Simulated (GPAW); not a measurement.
The system is TaS2.

```xyz
3
Lattice="3.3500 0.0000 0.0000 -1.6750 2.9012 0.0000 0.0000 0.0000 5.8600" Properties=species:S:1:pos:R:3 pbc="T T T"
Ta    0.0000    0.0000    0.0000
S     1.6750    0.9671    4.3950
S     0.0000    1.9341    1.4650
```

```yaml
Program: GPAW 26.7.0
Task: relaxation of cell and atoms
Functional: BP86
Potentials_or_basis: PAW data sets generated in the run's folder for this functional
Cutoff: 600 eV
Basis: pw
k_mesh: 7 × 7 × 4
Occupations: fermi-dirac, width 0.05 eV
Spin: no spin polarisation
```

At the start: pressure 9.8 GPa; volume 18.98 Å³/atom.

Q: How do energy, volume and symmetry change on relaxing?

A: Over 14 steps the energy falls by 45.6 meV/atom and the volume is 21.15 Å³/atom (+11.4 %); space group P-3m1 (No. 164, to 0.05 Å).

Step by step:
```csv
step,energy change (eV),largest force (eV/Å),pressure (GPa),volume (Å³)
1,0.0000,1.2115,9.81,56.95
2,-0.0793,0.6353,5.65,57.91
3,-0.1193,0.0523,0.80,59.22
4,-0.1201,0.0946,0.46,59.37
5,-0.1215,0.1441,-0.02,59.70
6,-0.1240,0.1770,-0.57,60.33
7,-0.1273,0.1521,-0.91,61.26
8,-0.1299,0.0607,-0.73,62.06
9,-0.1310,0.0196,-0.35,62.35
10,-0.1317,0.0661,-0.04,62.43
11,-0.1330,0.1079,0.36,62.50
12,-0.1347,0.1093,0.59,62.67
13,-0.1362,0.0589,0.45,63.05
14,-0.1367,0.0108,0.16,63.44
```

Final structure:
```
CELL_PARAMETERS angstrom
3.39774 0.00000 0.00000
-1.69887 2.94253 0.00000
0.00000 0.00000 6.34547
ATOMIC_POSITIONS crystal
Ta 0.00000 0.00000 0.00000
S 0.66667 0.33333 0.75995
S 0.33333 0.66667 0.24005
```

Caveat: later steps reuse the first step's grids; the volume moved by +11 % from the deposited cell, more than functionals usually miss.
